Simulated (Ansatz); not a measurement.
**SiW: response to strain**

Aim: deform SiW (z strained by +3 % at fixed volume) and compute stress, forces and field gradients with LAPW, PAW and all-electron datasets made for the crystal.

Program: Ansatz 0.2.0. Level of theory: DFT PBE, scalar-relativistic. These are calculated values, not measurements.

2 further runs of the same task are left out: 1 that didn't finish, 1 set aside as unsound or not needed.

### 1 Starting point

The structure is cubic, space group Fm-3m (No. 225). The conventional cell has a = 5.026 Å, b = 5.026 Å, c = 5.026 Å, α = 90.00°, β = 90.00°, γ = 90.00°. W (site symmetry m-3m) is surrounded by 6 Si at 2.51 Å. Si (site symmetry m-3m) has 6 W at 2.51 Å as nearest neighbours.

Structure file:

```cif
data_structure
_symmetry_space_group_name_H-M 'Fm-3m'
_symmetry_Int_Tables_number 225
_cell_length_a 5.0257
_cell_length_b 5.0257
_cell_length_c 5.0257
_cell_angle_alpha 90.000
_cell_angle_beta 90.000
_cell_angle_gamma 90.000
_cell_volume 126.94
loop_
_atom_site_label
_atom_site_type_symbol
_atom_site_symmetry_multiplicity
_atom_site_Wyckoff_symbol
_atom_site_fract_x
_atom_site_fract_y
_atom_site_fract_z
_atom_site_occupancy
W1 W 4 a 0.00000 0.00000 0.00000 1
Si1 Si 4 b 0.50000 0.00000 0.00000 1
```

The file gives the conventional cell by its symmetry; the runs use the cell typed in the input.

Atoms are numbered in the order of the input: W1, Si2.

### 2 The deformed structure

Space group Fm-3m before, I4/mmm after.

### 3 LAPW, all electrons

input.yaml reads:

```yaml
crystal:
  lattice:
    - [0.0, 2.4759798796, 2.5882304854]
    - [2.4759798796, 0.0, 2.5882304854]
    - [2.4759798796, 2.4759798796, 0.0]
  atoms:
    - { symbol: W, position: [0.0, 0.0, 0.0] }
    - { symbol: Si, position: [0.5, 0.5, 0.5] }
kpoints:
  mp_grid: { grid: [14, 14, 14] }
scf:
  occupations: { method: fermi_dirac, width: 0.05 }
hamiltonian:
  xc: pbe
  pseudopotentials: { kind: all_electron, lapw: { basis_error: 0.001 } }
output:
  forces: true
  stress: true
  eigenvalues: true
```

Log, shortened:

```text
LAPW: plane waves up to 8.521 Å⁻¹, error target 1.0e-3 eV per atom; small_component_spin mean_spin; Si in spheres of 1.088 Å, 12 of its electrons in bands, Dirac shells []; W in spheres of 1.388 Å, 44 of its electrons in bands, Dirac shells []
[...]
Pseudopotentials: kind: all_electron
Pseudopotential: W, LAPW, valence charge 44, Koelling and Harmon's equation, gaussian nucleus
Pseudopotential: Si, LAPW, valence charge 12, Koelling and Harmon's equation, gaussian nucleus
Functional definition: PBE
[...]
Crystal: 2 atoms, lattice volume = 31.734 Å³
Basis set: ecut = 276.6650390645835 eV, 331 PW (Γ), exchange–correlation at level 2
Bands: 34, of which v1, the nominal top of the filled ones, is band 28 counted from 1 (27 counted from 0)
Symmetry: 16 space group operations
Space group: I4/mmm (ITA 139), of the structure as read, at distance tolerance 3.2e-5 Å
k-points: 244 of 2744
[...]
SCF iter   1: F=—  HF=-447093.511627 eV  |F-HF|=—  |Δ(HF+E_count)|=         —  Δρ=3.42e-2  dr2=4.34e-1  ethr=7.73e-4  ⟨swp⟩=2.3  Hψ=50899  notcnv=0
[...]
the basis was enlarged: its passes take 285.1 KiB over the memory plan, 1 of 1 planned eigensolver slots
[...]
SCF iter   9: F=-447093.291750 eV  HF=-447093.291750 eV  |F-HF|=2.33e-10  |Δ(HF+E_count)|=   6.47e-8  Δρ=1.21e-5  dr2=5.30e-8  ethr=1.02e-9  ⟨swp⟩=2.0  Hψ=23781  notcnv=0
[...]
SCF converged after 9 iterations
Free energy (F): -447093.291750 eV
[...]
E sigma→0 (E₀):  -447093.284193 eV
Entropy (-TS):   -0.015115 eV (-7.558 meV/atom)
Fermi energy:    19.980880 eV
[...]
--- Forces (eV/Å), atoms counted from 1 ---
  atom   1  W     -0.00000000     0.00000000    -0.00000000
  atom   2  Si     0.00000000    -0.00000000     0.00000000
[...]
--- Stress (GPa, compression-positive) ---
        5.789033       0.000000       0.000000
        0.000000       5.789033       0.000000
        0.000000       0.000000      -9.480024
  P = ⅓ Tr σ = 0.6993 GPa (6.993 kbar)
--- Band table (eV; the first three rows and the last of 244) ---
[...]
```

Run time: 67 s. Hardware: 1 thread, shared host.

In short: pressure 0.70 GPa; no gap.

### 4 PAW with frozen cores

input.yaml, as its differences from that of step 3:

```diff
@@ -14,3 +14,3 @@
   xc: pbe
-  pseudopotentials: { kind: all_electron, lapw: { basis_error: 0.001 } }
+  pseudopotentials: { kind: paw }
 output:
@@ -19 +19,2 @@
   eigenvalues: true
+  efg: { contact_densities: true }
```

Log, shortened:

```text
W: output.efg is read without spin–orbit coupling, which moves field gradients at and beside such atoms by some per cent and up to a factor of two; PAW files take it under magnetization.noncollinear and magnetization.spin_orbit
[...]
Pseudopotentials: kind: paw
Pseudopotential: W, paw, valence charge 14, recommended cutoff 420 eV (normal)
Pseudopotential: Si, paw, valence charge 4, recommended cutoff 420 eV (normal)
Functional definition: PBE
[...]
Crystal: 2 atoms, lattice volume = 31.734 Å³
Basis set: ecut = 420 eV, 617 PW (Γ), exchange–correlation on 48×48×48 points (8 copies of the dense FFT grid, shifted against one another)
Bands: 13, of which v1, the nominal top of the filled ones, is band 9 counted from 1 (8 counted from 0)
Symmetry: 16 space group operations
Space group: I4/mmm (ITA 139), of the structure as read, at distance tolerance 3.2e-5 Å
k-points: 244 of 2744
[...]
--- Forces (eV/Å), atoms counted from 1 ---
  atom   1  W     -0.00000000     0.00000000     0.00000000
  atom   2  Si    -0.00000000    -0.00000000     0.00000000
[...]
--- Stress (GPa, compression-positive) ---
        5.829703       0.000000       0.000000
        0.000000       5.829703       0.000000
        0.000000       0.000000      -9.451232
  P = ⅓ Tr σ = 0.7361 GPa (7.361 kbar)
--- PAW observables at the nuclei: V_zz in 10²¹ V/m², potentials from the cell's mean, atoms counted from 1 ---
  atom   1  W  V_zz =    +9.645233   η = 0.0000   by run symmetry: allowed
            electrostatic potential = -14811.840449 V   contact ρ = 8821980.064444 e/Å³
  atom   2  Si V_zz =    +1.488064   η = 0.0000   by run symmetry: allowed
            electrostatic potential = -1371.069479 V   contact ρ = 12810.844381 e/Å³
--- Band table (eV; the first three rows and the last of 244) ---
  k-point 0: bands = ["-58.3786", "-22.6187", "-22.6187", "-22.6034", "3.8711", "13.5798", "14.0622", "14.0622", "14.3522", "14.5307", "18.2989", "18.4531", "18.4531"]
[...]
```

It took 6.6 s on 1 thread, shared host.

In short: pressure 0.74 GPa; no gap; Vzz W1 9.65 (η = 0.00), Si2 1.49 (η = 0.00) (10²¹ V/m²).

### 5 All-electron PAW on datasets made for the crystal

input.yaml, as its differences from that of step 4:

```diff
@@ -14,3 +14,3 @@
   xc: pbe
-  pseudopotentials: { kind: paw }
+  pseudopotentials: { kind: all_electron, datasets: crystal }
 output:
```

Log, shortened:

```text
[...]
band count auto-derived: 11 (N_el = 10.0; filled up to band 5; 9 by the electrons, moments and atoms)
W: output.efg is read without spin–orbit coupling, which moves field gradients at and beside such atoms by some per cent and up to a factor of two; PAW files take it under magnetization.noncollinear and magnetization.spin_orbit
[...]
Pseudopotentials: kind: all_electron
Pseudopotential: W, paw, valence charge 28, recommended cutoff 300 eV (normal), Koelling and Harmon's equation, gaussian nucleus
Pseudopotential: Si, paw, valence charge 12, recommended cutoff 300 eV (normal), Koelling and Harmon's equation, gaussian nucleus
Functional definition: PBE
[...]
Crystal: 2 atoms, lattice volume = 31.734 Å³
Basis set: ecut = 300 eV, 363 PW (Γ), exchange–correlation on 48×48×40 points (8 copies of the dense FFT grid, shifted against one another)
[...]
--- Forces (eV/Å), atoms counted from 1 ---
  atom   1  W      0.00000000     0.00000000     0.00000000
  atom   2  Si     0.00000000    -0.00000000     0.00000000
[...]
--- Stress (GPa, compression-positive) ---
        5.784918       0.000000       0.000000
        0.000000       5.784918       0.000000
        0.000000       0.000000      -9.482898
  P = ⅓ Tr σ = 0.6956 GPa (6.956 kbar)
  It holds what live shells' own plane waves past their cutoff add
--- PAW observables at the nuclei: V_zz in 10²¹ V/m², potentials from the cell's mean, atoms counted from 1 ---
  atom   1  W  V_zz =    +9.434243   η = 0.0000   by run symmetry: allowed
            electrostatic potential = -14811.806413 V   contact ρ = 8817643.975977 e/Å³
  atom   2  Si V_zz =    +1.465527   η = 0.0000   by run symmetry: allowed
            electrostatic potential = -1370.699680 V   contact ρ = 12819.830132 e/Å³
--- Band table (eV; the first three rows and the last of 244) ---
  k-point 0: bands = ["7.9100", "17.6214", "18.1033", "18.1033", "18.3937", "18.5722", "22.3355", "22.4904", "22.4904"]
[...]
```

It took 24 s on 1 thread, shared host.

Result: pressure 0.70 GPa; no gap; Vzz W1 9.43 (η = 0.00), Si2 1.47 (η = 0.00) (10²¹ V/m²).

### 6 Stress and forces compared

Stress (GPa, compression positive):

```tsv
method	xx	yy	zz	yz	xz	xy
LAPW	5.79	5.79	-9.48	0.00	0.00	0.00
PAW	5.83	5.83	-9.45	0.00	0.00	0.00
crystal datasets	5.78	5.78	-9.48	0.00	0.00	0.00
```

```
          method  pressure (GPa)  Vzz W1 (10²¹ V/m²)  Vzz Si2 (10²¹ V/m²)  SCF cycles, all passes   time
            LAPW            0.70                   –                    –                       9   67 s
             PAW            0.74                9.65                 1.49                       6  6.6 s
crystal datasets            0.70                9.43                 1.47                       8   24 s
```

### 7 Summary of results

```
                                 quantity                                           value
                                 pressure  LAPW 0.70, PAW 0.74, crystal datasets 0.70 GPa
largest shear or deviatoric stress (LAPW)                                       10.18 GPa
```

In words: The largest part of the stress beyond the pressure is 10.18 GPa in size, in the zz component; the atoms are carried along and not relaxed. No run of the undeformed cell stands beside it, so the pressure holds what the given cell had before the change. PAW: stress within 0.04 GPa of LAPW. Crystal datasets: stress within 0.01 GPa of LAPW. Spin-orbit coupling is left out, though the cell holds W; in elements this heavy it can shift bands and gaps by tenths of an eV.
